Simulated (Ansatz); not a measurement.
# Nudged elastic band run: Al16O23, charge +2

input.yaml

```yaml
crystal:
  lattice:
    - [-4.7537, -2.74455, 4.324167]
    - [4.7537, -2.74455, 4.324167]
    - [0.0, 5.4891, 4.324167]
  atoms:
    - { symbol: Al, position: [0.35820204, 0.3554382, 0.35590368] }
    - { symbol: Al, position: [0.1356566, 0.17781411, 0.15783191] }
    - { symbol: Al, position: [0.65962988, 0.64117888, 0.64651316] }
    - { symbol: Al, position: [0.85468525, 0.85429945, 0.85046942] }
    - { symbol: O, position: [0.59803241, 0.40093873, 0.75038395] }
    - { symbol: O, position: [0.75054592, 0.60070575, 0.39841516] }
    - { symbol: O, position: [0.40958217, 0.73341725, 0.59579419] }
    - { symbol: O, position: [0.39603275, 0.6091756, 0.2403594] }
    - { symbol: O, position: [0.25057003, 0.40058954, 0.59854942] }
    - { symbol: O, position: [0.5962848, 0.24941287, 0.40382925] }
    - { symbol: Al, position: [0.85319001, 0.85529067, 0.34960991] }
    - { symbol: Al, position: [0.64793059, 0.64951622, 0.14383659] }
    - { symbol: Al, position: [0.14657569, 0.14791521, 0.64688735] }
    - { symbol: Al, position: [0.35455794, 0.35224407, 0.8512119] }
    - { symbol: O, position: [0.105082, 0.9009913, 0.7521721] }
    - { symbol: O, position: [0.25049166, 0.09095755, 0.39503386] }
    - { symbol: O, position: [0.90308863, 0.2487353, 0.59818339] }
    - { symbol: O, position: [0.90271629, 0.09798587, 0.24774724] }
    - { symbol: O, position: [0.75251768, 0.90132744, 0.59511071] }
    - { symbol: O, position: [0.10509659, 0.75875247, 0.38996546] }
    - { symbol: Al, position: [0.85089865, 0.34886151, 0.85336082] }
    - { symbol: Al, position: [0.65023605, 0.14577652, 0.65023992] }
    - { symbol: Al, position: [0.13796978, 0.6289307, 0.15116611] }
    - { symbol: Al, position: [0.36316216, 0.84795024, 0.37021] }
    - { symbol: O, position: [0.09155714, 0.40333805, 0.26570809] }
    - { symbol: O, position: [0.25065389, 0.60408899, 0.90817677] }
    - { symbol: O, position: [0.91075498, 0.75618507, 0.09481373] }
    - { symbol: O, position: [0.90483446, 0.59528761, 0.74971132] }
    - { symbol: O, position: [0.7485889, 0.40401367, 0.09779143] }
    - { symbol: O, position: [0.09856778, 0.24917727, 0.90723568] }
    - { symbol: Al, position: [0.36548791, 0.84130765, 0.82131699] }
    - { symbol: Al, position: [0.14292596, 0.64322729, 0.64370504] }
    - { symbol: Al, position: [0.64644667, 0.14865048, 0.14482249] }
    - { symbol: Al, position: [0.8414904, 0.35262259, 0.35793685] }
    - { symbol: O, position: [0.590381, 0.90431236, 0.24294941] }
    - { symbol: O, position: [0.75056881, 0.09636402, 0.90275915] }
    - { symbol: O, position: [0.39604907, 0.24694881, 0.09812332] }
    - { symbol: O, position: [0.40257428, 0.09189038, 0.74992624] }
    - { symbol: O, position: [0.59841487, 0.75139251, 0.90114299] }
total_charge: 2
basis:
  ecutwfc: 420.0
kpoints:
  mp_grid: { grid: [2, 2, 2] }
hamiltonian:
  xc: pbesol
  pseudopotentials: { kind: paw, azcp: { folder: soft_1 } }
scf:
  occupations: { method: gaussian, width: 0.05 }
  lower_state_search: "off"
neb:
  images: 5
  f_tol: 0.03
  initial_path: idpp
  max_iterations: 52
  final_atoms:
    - { symbol: Al, position: [0.35024124, 0.35262354, 0.35554673] }
    - { symbol: Al, position: [0.14445327, 0.14737646, 0.14975876] }
    - { symbol: Al, position: [0.64749318, 0.64601318, 0.6481836] }
    - { symbol: Al, position: [0.8518164, 0.85398682, 0.85250682] }
    - { symbol: O, position: [0.59881566, 0.40252405, 0.74899274] }
    - { symbol: O, position: [0.75279386, 0.60450351, 0.40128795] }
    - { symbol: O, position: [0.39562251, 0.74990963, 0.59125251] }
    - { symbol: O, position: [0.39059725, 0.60453013, 0.25899373] }
    - { symbol: O, position: [0.24838456, 0.4021309, 0.59823975] }
    - { symbol: O, position: [0.59575608, 0.25201954, 0.40159043] }
    - { symbol: Al, position: [0.82192816, 0.86492417, 0.34156976] }
    - { symbol: Al, position: [0.64429542, 0.64235631, 0.14348739] }
    - { symbol: Al, position: [0.14545205, 0.14587377, 0.64890629] }
    - { symbol: Al, position: [0.35857901, 0.34091469, 0.85286337] }
    - { symbol: O, position: [0.09871205, 0.89549649, 0.74720614] }
    - { symbol: O, position: [0.24357812, 0.08982251, 0.4045594] }
    - { symbol: O, position: [0.90339891, 0.25, 0.59660109] }
    - { symbol: O, position: [0.90176025, 0.0978691, 0.25161544] }
    - { symbol: O, position: [0.75053957, 0.90199766, 0.59214007] }
    - { symbol: O, position: [0.24100627, 0.89546987, 0.10940275] }
    - { symbol: Al, position: [0.85397347, 0.35032108, 0.84911077] }
    - { symbol: Al, position: [0.65088923, 0.14967892, 0.64602653] }
    - { symbol: Al, position: [0.15175398, 0.63742644, 0.12918141] }
    - { symbol: Al, position: [0.37081859, 0.86257356, 0.34824602] }
    - { symbol: O, position: [0.0954406, 0.41017749, 0.25642188] }
    - { symbol: O, position: [0.2663037, 0.5909685, 0.90360641] }
    - { symbol: O, position: [0.90874749, 0.75009037, 0.10437749] }
    - { symbol: O, position: [0.90785994, 0.59800234, 0.74946043] }
    - { symbol: O, position: [0.75031202, 0.40429396, 0.09551061] }
    - { symbol: O, position: [0.09840956, 0.24798046, 0.90424392] }
    - { symbol: Al, position: [0.35651261, 0.85764369, 0.85570458] }
    - { symbol: Al, position: [0.15843024, 0.63507583, 0.67807183] }
    - { symbol: Al, position: [0.64713663, 0.15908531, 0.14142099] }
    - { symbol: Al, position: [0.85109371, 0.35412623, 0.35454795] }
    - { symbol: O, position: [0.59639359, 0.9090315, 0.2336963] }
    - { symbol: O, position: [0.75100726, 0.09747595, 0.90118434] }
    - { symbol: O, position: [0.39905743, 0.25, 0.10094257] }
    - { symbol: O, position: [0.40448939, 0.09570603, 0.74968798] }
    - { symbol: O, position: [0.59914677, 0.75, 0.90085323] }
  order_check: true
```

Run as:

```bash
$ ansatz run input.yaml --threads 2 --pin off --max-ram 5120MiB --backend cpu --events-out ev --progress --plain --runs-dir out
```

Output, in part (warnings, iteration lines):

```
NEB end point (image 0): max|allowed force component| = 4.077e-3 eV/Å (the criterion of neb.relax_end_points is 1.000e-2)
NEB end point (image 6): max|allowed force component| = 4.370e-3 eV/Å (the criterion of neb.relax_end_points is 1.000e-2)
NEB iter   1: max|band force component| = 6.832e0 eV/Å  barrier→ = 3.0698 eV  barrier← = 3.0698 eV  Δτ_max = 0.1774 Å  (65 SCF iters)
NEB iter   2: max|band force component| = 3.127e0 eV/Å  barrier→ = 1.6880 eV  barrier← = 1.6880 eV  Δτ_max = 0.1490 Å  (36 SCF iters)
NEB iter   3: max|band force component| = 8.840e-1 eV/Å  barrier→ = 1.1783 eV  barrier← = 1.1783 eV  Δτ_max = 0.0375 Å  (40 SCF iters)
NEB iter   4: max|band force component| = 2.007e-1 eV/Å  barrier→ = 1.0995 eV  barrier← = 1.0995 eV  CI = image 3  Δτ_max = 0.0251 Å  (35 SCF iters)
NEB iter   5: max|band force component| = 1.331e-1 eV/Å  barrier→ = 1.0849 eV  barrier← = 1.0849 eV  CI = image 3  Δτ_max = 0.0073 Å  (31 SCF iters)
NEB iter   6: max|band force component| = 7.311e-2 eV/Å  barrier→ = 1.0822 eV  barrier← = 1.0822 eV  CI = image 3  Δτ_max = 0.0036 Å  (30 SCF iters)
NEB iter   7: max|band force component| = 3.162e-2 eV/Å  barrier→ = 1.0817 eV  barrier← = 1.0817 eV  CI = image 3  Δτ_max = 0.0017 Å  (29 SCF iters)
NEB iter   8: max|band force component| = 8.220e-3 eV/Å  barrier→ = 1.0816 eV  barrier← = 1.0816 eV  CI = image 3  Δτ_max = 0.0000 Å  (304 SCF iters)
```

The run converged. By the program's own check the climbing image is a first-order saddle point (lowest curvatures found: -2.14 and 4.64 eV/Å²). Limits of this set-up: PAW files made for another functional, charged cell in a uniform background, uncorrected.

Final band (atoms are numbered from 1 in the order of the input):

```json
{"image": "0", "path coordinate (Å)": "0.00", "energy (eV)": "0.00", "Al11–O20 (Å)": "1.87", "O20–Al32 (Å)": "1.92", "Al2–O20 (Å)": "3.25"}
{"image": "1", "path coordinate (Å)": "0.44", "energy (eV)": "0.39", "Al11–O20 (Å)": "1.86", "O20–Al32 (Å)": "2.37", "Al2–O20 (Å)": "2.90"}
{"image": "2", "path coordinate (Å)": "0.88", "energy (eV)": "0.88", "Al11–O20 (Å)": "1.91", "O20–Al32 (Å)": "2.85", "Al2–O20 (Å)": "2.50"}
{"image": "3", "path coordinate (Å)": "1.31", "energy (eV)": "1.08", "Al11–O20 (Å)": "2.11", "O20–Al32 (Å)": "3.27", "Al2–O20 (Å)": "2.11"}
{"image": "4", "path coordinate (Å)": "1.75", "energy (eV)": "0.88", "Al11–O20 (Å)": "2.50", "O20–Al32 (Å)": "3.64", "Al2–O20 (Å)": "1.91"}
{"image": "5", "path coordinate (Å)": "2.19", "energy (eV)": "0.39", "Al11–O20 (Å)": "2.90", "O20–Al32 (Å)": "3.92", "Al2–O20 (Å)": "1.86"}
{"image": "6", "path coordinate (Å)": "2.63", "energy (eV)": "0.00", "Al11–O20 (Å)": "3.25", "O20–Al32 (Å)": "3.74", "Al2–O20 (Å)": "1.87"}
```

Run time: 15 min on 2 threads of Arm Neoverse V1 (shared host), peak memory 1.8 GiB.
